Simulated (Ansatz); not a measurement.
# Li2O in Ansatz: the effect of functional

Li2O:

```xyz
3
Lattice="0.0000 2.2954 2.2954 2.2954 0.0000 2.2954 2.2954 2.2954 0.0000" Properties=species:S:1:pos:R:3 pbc="T T T"
O     0.0000    0.0000    0.0000
Li    1.1477    1.1477    1.1477
Li    3.4431    3.4431    3.4431
```

The cell comes from a database or a generator and needn't be the stable form of this composition.

The cell isn't the ideal one: volume scaled by 0.96.

Alike in all runs:

- Program: Ansatz 0.2.0
- Task: single point
- Potentials or basis: Ansatz PAW
- k mesh: 10 × 10 × 10
- Occupations: fermi-dirac, width 0.05 eV
- Spin: no spin polarisation

| functional | cutoff | gap on the mesh (eV) | pressure (GPa) |
| --- | --- | --- | --- |
| PBEsol | 420 eV (not typed: the program's choice for these potentials) | 4.87 | -0.6 |
| LDA | 420 eV (not typed: the program's choice for these potentials) | ? | ? |
| r2SCAN | 500 eV (not typed: the program's choice for these potentials) | 5.74 | -1.0 |
| PBE | 420 eV (not typed: the program's choice for these potentials) | 5.03 | 1.9 |

Question: What does the run with functional LDA give?

Answer: gap on the mesh 4.84 eV; pressure -5.3 GPa.

Caveats: the PAW data sets come from PBE, with cores solved anew for the run's functional, which leaves a small shift of forces and pressure (some runs).

A k mesh can miss the band edges.
